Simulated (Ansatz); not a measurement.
**RbBr: symmetry broken, then relaxed**

Level of theory: Ansatz 0.2.0, DFT PBE, scalar-relativistic, plane waves, PAW. Settings: plane waves to 420 eV, k-mesh 4×4×4 (Γ-centred), Gaussian smearing 0.05 eV. No spin polarisation. Energies are free energies at this smearing, counted from the undisturbed cell; pressure is positive in compression.

Zero of the scan (relaxed at this level; this CsCl-type form isn't the usual structure):

```
Rb Br
1.0
    -4.19290    4.19290    4.19290
     4.19290   -4.19290    4.19290
     4.19290    4.19290   -4.19290
Rb Br
4 4
Direct
  0.50000 0.50000 0.00000
  0.00000 0.00000 0.00000
  0.00000 0.50000 0.50000
  0.50000 0.00000 0.50000
  0.50000 0.50000 0.50000
  0.00000 0.00000 0.50000
  0.00000 0.50000 0.00000
  0.50000 0.00000 0.00000
```

The atoms are displaced (Å, in the unstrained cell):

| atom | ux | uy | uz |
| --- | --- | --- | --- |
| Rb1 | 0.010 | 0.052 | -0.007 |
| Rb2 | -0.037 | 0.080 | 0.066 |
| Rb3 | -0.058 | -0.068 | 0.065 |
| Rb4 | 0.037 | 0.035 | -0.053 |
| Br5 | 0.000 | -0.038 | 0.010 |
| Br6 | 0.033 | -0.078 | 0.027 |
| Br7 | -0.014 | 0.067 | -0.067 |
| Br8 | 0.029 | -0.051 | -0.042 |

Cell and atoms are then relaxed.

**Question.** Does the relaxation return to the undisturbed structure?

**Answer.** Yes (up to a choice of domain or origin): same space group and volume, and an energy 0.0 meV/atom from it. The disturbance itself cost 3.9 meV/atom. The final space group reads Pm-3m (tolerance 0.05 Å) and the volume changes by 0.20 %.

Final structure:

```
Rb Br
1.0
    -4.19471    4.19602    4.19480
     4.19681   -4.19560    4.19647
     4.19454    4.19543   -4.19438
Rb Br
4 4
Cartesian
  0.0033 -0.0019 4.1965
  8.3889 0.0017 0.0028
  -0.0012 4.1939 4.1951
  0.0022 4.1975 -0.0005
  2.0985 2.1008 2.1011
  -2.0975 6.2910 2.1003
  2.0982 -2.0949 2.0957
  6.2943 2.0952 2.0968
```

The relaxation, step by step (energy from the first step; small jumps at an unchanged geometry come where the plane waves are selected anew for the new cell):

```csv
step,ΔE (meV/atom),largest force component (eV/Å),pressure (GPa)
1,0.0,0.121,0.12
2,-2.3,0.071,0.04
3,-3.9,0.005,0.05
4,-3.9,0.001,0.01
5,-3.9,0.001,0.01
```

Frames along the relaxation (Å, eV/Å):

```xyz
8
Lattice="-4.193 4.193 4.193 4.193 -4.193 4.193 4.193 4.193 -4.193" Properties=species:S:1:pos:R:3:forces:R:3 pbc="T T T" step=1
Rb    0.010    0.052    4.186    0.013   -0.104    0.041
Rb   -0.037    0.080    0.066    0.004   -0.079   -0.098
Rb    4.135   -0.068    0.065    0.065    0.076   -0.108
Rb    0.037    4.228   -0.053   -0.013   -0.012    0.070
Br    2.096    2.058    2.106    0.021    0.121    0.020
Br    2.130    2.018   -2.069   -0.037    0.052   -0.006
Br    2.083   -2.029    2.030    0.003   -0.097    0.072
Br   -2.067    2.046    2.055   -0.057    0.043    0.009
8
Lattice="-4.199 4.196 4.199 4.194 -4.196 4.194 4.200 4.197 -4.199" Properties=species:S:1:pos:R:3:forces:R:3 pbc="T T T" step=2
Rb    0.014    0.024    4.193    0.002   -0.060    0.026
Rb   -0.025    0.057    0.049   -0.002   -0.051   -0.067
Rb    4.146   -0.041    0.033    0.049    0.039   -0.062
Rb    0.026    4.231   -0.030   -0.005   -0.016    0.038
Br    2.098    2.083    2.111    0.012    0.071    0.010
Br    2.112    2.046   -2.079   -0.011    0.028   -0.002
Br    2.098   -2.054    2.045   -0.009   -0.053    0.050
Br   -2.079    2.047    2.066   -0.036    0.042    0.006
8
Lattice="-4.191 4.193 4.191 4.193 -4.192 4.193 4.191 4.192 -4.191" Properties=species:S:1:pos:R:3:forces:R:3 pbc="T T T" step=3
Rb    0.006   -0.002    4.194   -0.001   -0.002    0.000
Rb   -0.006    0.007    0.004    0.002   -0.005   -0.004
Rb    4.185   -0.006    0.001    0.004    0.003   -0.003
Rb    0.006    4.198   -0.003   -0.002   -0.003    0.002
Br    2.097    2.101    2.102    0.000    0.001   -0.001
Br    2.096    2.087   -2.089   -0.001    0.004   -0.002
Br    2.096   -2.089    2.088    0.000   -0.003    0.004
Br   -2.094    2.088    2.088   -0.002    0.004    0.003
8
Lattice="-4.195 4.196 4.195 4.197 -4.196 4.196 4.195 4.195 -4.194" Properties=species:S:1:pos:R:3:forces:R:3 pbc="T T T" step=4
Rb    0.003   -0.002    4.196   -0.001    0.001    0.000
Rb   -0.002    0.002    0.001    0.001   -0.001    0.000
Rb    4.193   -0.002    0.000    0.001    0.001    0.000
Rb    0.002    4.198   -0.001   -0.001   -0.001    0.000
Br    2.099    2.101    2.101    0.000   -0.001   -0.001
Br    2.097    2.095   -2.095    0.000    0.001   -0.001
Br    2.098   -2.095    2.096    0.000   -0.001    0.001
Br   -2.097    2.095    2.095    0.000    0.001    0.001
8
Lattice="-4.195 4.196 4.195 4.197 -4.196 4.196 4.195 4.195 -4.194" Properties=species:S:1:pos:R:3:forces:R:3 pbc="T T T" step=5
Rb    0.003   -0.002    4.196   -0.001    0.001    0.000
Rb   -0.002    0.002    0.001    0.001   -0.001    0.000
Rb    4.193   -0.002    0.000    0.001    0.001    0.000
Rb    0.002    4.198   -0.001   -0.001   -0.001    0.000
Br    2.099    2.101    2.101    0.000   -0.001   -0.001
Br    2.097    2.095   -2.095    0.000    0.001   -0.001
Br    2.098   -2.095    2.096    0.000   -0.001    0.001
Br   -2.097    2.095    2.095    0.000    0.001    0.001
```

Cost: 3 runs of about 2.7 core-minutes in all, on Arm Neoverse V2 (shared hosts).